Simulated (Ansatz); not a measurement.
All numbers below come from DFT PBE, scalar-relativistic, plane waves, PAW (Ansatz 0.2.0). All cells share a 420 eV cutoff and Γ-centred k meshes spaced at most about 0.3 Å⁻¹ (about 0.25 or finer for metals, 2π included). No spin polarisation.

All energies are static (0 K, no zero-point motion).

Two forms of HfB4 were relaxed alike.

1.

```
Hf B
1.0
     3.98835    0.00000    0.00000
    -1.99418    3.45402    0.00000
     0.00000    0.00000    6.28994
Hf B
1 4
Direct
  0.00000 0.00000 0.00000
  0.00000 0.00000 0.36995
  0.00000 0.00000 0.63005
  0.33333 0.66667 0.00000
  0.66667 0.33333 0.00000
```

2.

```
Hf B
1.0
     2.21221    1.27722    3.17074
    -2.21221    1.27722    3.17074
     0.00000   -2.55443    3.17074
Hf B
1 4
Direct
  0.00000 0.00000 0.00000
  0.74899 0.74899 0.74899
  0.25101 0.25101 0.25101
  0.58263 0.58263 0.58263
  0.41737 0.41737 0.41737
```

Question: Which form is favoured at zero pressure, and by what margin per atom?

Answer: Cell 2 is lower, by 1.16 eV/atom. Cell 1 has space group P6/mmm (No. 191), 17.3 Å³/atom and no gap on its mesh; cell 2 has space group R-3m (No. 166), 10.8 Å³/atom and no gap. Counting B atoms around Hf (those within 1.25 times the shortest such distance or 1.15 times the sum of covalent radii; a plus sign parts nearer from farther groups), cell 1 has Hf 8 and cell 2 has Hf 2+12. Cell 1 holds B–B pairs (shortest 1.64 Å); cell 2 holds B–B units of three or more atoms (shortest 1.57 Å). The denser one is the lower, and pressure would at first widen the difference. Even the lower one lies +0.73 eV/atom against the reference forms of the elements (uncorrected), so neither is stable at this level. In cell 1, Hf has 8 B at 2.30–2.33 Å; B on a site of symmetry 6mm is surrounded by 1 B at 1.64 Å and 1 Hf at 2.33 Å; B on a site of symmetry -6m2 is surrounded by 3 Hf at 2.30 Å and 3 B at 2.30 Å. In cell 2, around Hf lie 2 B at 2.39 Å and 12 B at 2.67–2.68 Å; around B on its first site lie 1 B at 1.58 Å, 1 Hf at 2.39 Å, 3 B at 2.55 Å and 3 Hf at 2.67 Å; around B on its second site lie 2 B at 1.57–1.58 Å, 3 B at 2.55 Å and 3 Hf at 2.68 Å. Both come from invented guesses.

These runs have no spin–orbit coupling, which can matter for Hf. Cells relaxed within their symmetry can be saddle points.
